How can HfO₂ gain almost 1 eV of band gap when its volume grows by less than 3%? That is the step from the cubic to the tetragonal crystal in these hybrid-functional results. For a thin insulating film, where the gap helps to set the barrier against leakage, such a difference matters. Three causes come to mind: the number of oxygen neighbours around Hf, the volume, and the exact places of the oxygens.

HfO₂ in five structure types, calculated with Ansatz 0.2.0 (plane-wave PAW, HSE06, 420 eV cutoff, fixed occupations, no spin polarisation) on cells relaxed with r2SCAN. Energies are free energies per atom above the lowest of those listed, without vibrations. Gaps are the smallest found on the k mesh and at selected further k points.

```csv
structure,space group of the cell as it ended,space group,neighbours of Hf,volume per atom (Å³),shortest bond (Å),k mesh,energy above lowest (meV/atom),band gap (eV),least direct gap (eV)
monoclinic host,P2_1/c (14),P2_1/c,7,11.53,2.041,4×4×4,0,5.688,5.782
anatase host,I4_1/amd (141),I4_1/amd,6,14.01,2.059,6×6×6,9,6.126,6.390
rutile host,P4_2/mnm (136),P4_2/mnm,6,12.56,2.087,4×4×4,34,5.633,5.633
tetragonal host,P4_2/nmc (137),P4_2/nmc,4,11.09,2.059,4×4×4,50,6.369,6.445
cubic fluorite host,Fm-3m (225),Fm-3m,8,10.79,2.190,6×6×6,76,5.409,5.409
```

The neighbour count looks convincing at first. Read as printed, it runs from 4 in the tetragonal crystal, which has the widest gap, to 8 in the cubic one, which has the narrowest. The correlation between count and gap is −0.89, where −1 would be a perfect falling line. The other four crystals alone show a weaker fall, so much depends on that 4, which comes from a distance cutoff.

Two limiting cases show what the tetragonal Hf atom really has around it. The bond-valence rule shares the valence of Hf, four units, among its bonds, and a bond's share falls as exp(−r/0.37 Å) with its length r; the 0.37 Å is the usual empirical value. With eight equal bonds, as in the cubic crystal, each carries 0.5 units at 2.190 Å. With only four bonds, each would carry a full unit and shrink to 2.190 − 0.37 × ln 2 = 1.93 Å. The shortest tetragonal bond, 2.059 Å, lies between these limits, so the outer oxygens must still take part.

The same rule tells how far away they are. Each short bond carries 0.5 × exp[(2.190 − 2.059)/0.37] = 0.71 units, which leaves 0.29 for each of the other four. Their length should then be 2.190 − 0.37 × ln(0.29/0.5), or about 2.39 Å. The cell edges and the short bond place them at 2.39 Å too. The cubic bond set the scale of this estimate, and the long bond was not used in it.

Hf in the tetragonal crystal therefore has four near and four farther neighbours, eight together. With this count the correlation with the gap drops to 0.01. That counts the weak long bonds in full; a weighted count between four and eight would leave part of the trend, so neither correlation is decisive. The two eightfold crystals now hold both the widest and the narrowest gap, and the two sixfold ones, anatase and rutile, still differ by 0.49 eV. The number of neighbours alone does not set the gap.

Volume correlates with the gap by only 0.28 over all five crystals. It does better once the tetragonal one is left out, largely thanks to the open anatase structure, and then fails on the case that should suit it best. A least-squares line through the four crystals other than the tetragonal one rises by 0.20 eV per Å³ of volume per atom. From cubic to tetragonal, where the Hf atoms keep nearly the same arrangement, it allows a widening of only 0.06 eV; the calculation gives 0.96 eV. The line compares different structures, so it is not the response of one crystal to stretching. Even so, for volume to do the whole job, the gap would have to change by 35 eV per unit of ln(volume), well above the roughly 10 eV or less usually quoted for uniform compression of solids, a figure from general experience and not computed here.

What does change markedly is the position of the oxygens. In the tetragonal crystal they move by 0.28 Å along the long axis, up in one column and down in the next. This alternation doubles the repeat unit, and electron waves that the cubic lattice keeps apart may now mix. Where a filled state, mainly of oxygen 2p character, mixes with an empty Hf 5d state, the filled one is pushed down and the empty one up. The distortion also acts in a second way: all the nearest O–O contacts lengthen, sideways through the alternating shift and along the columns through the longer axis, which is expected to narrow the oxygen 2p band and so to lower its top.

With no shift this mixing vanishes, and once the cell is cubic again too, the cubic gap returns; a larger shift gives the mixing more strength. Two results fit the picture, though neither tells mixing from band narrowing. The least direct gap, taken between states of the same wavevector, widens by 1.04 eV. An indirect gap is never larger than the least direct one, so the switch from a direct to an indirect gap cannot be what widens it. The energy also falls, by 26 meV/atom on k meshes of unequal density, which agrees with filled states being pushed down but is weaker evidence, since any distortion that a crystal takes up by itself lowers its energy. Mixing and narrowing are both argued from theory, and the long axis stretches by almost 3% at the same time, which is the whole change of volume. The 0.96 eV therefore belongs to the whole distortion, and these runs do not divide it among its parts.

In practice, the oxygen positions deserve as much care as the lattice edges. A calculation that starts from perfect cubic symmetry will keep the oxygens in place, because the forces on them cancel by symmetry even though the crystal would gain energy by distorting. They should be displaced a little before the structure is relaxed, in a cell large enough to hold the doubled repeat unit. A neighbour count should be checked against the actual distances before it is used to explain anything.

Nor should the gap serve as a guide to stability. The tetragonal crystal has the widest gap but lies 50 meV/atom above the monoclinic one, whose gap is middling. These energies leave out vibrations, which help to make the tetragonal phase of bulk HfO₂ the stable one at very high temperature. The gap is also a poor label for a phase: at the wavevectors sampled here, monoclinic and rutile differ by only about 0.06 eV, although their structures are quite different.
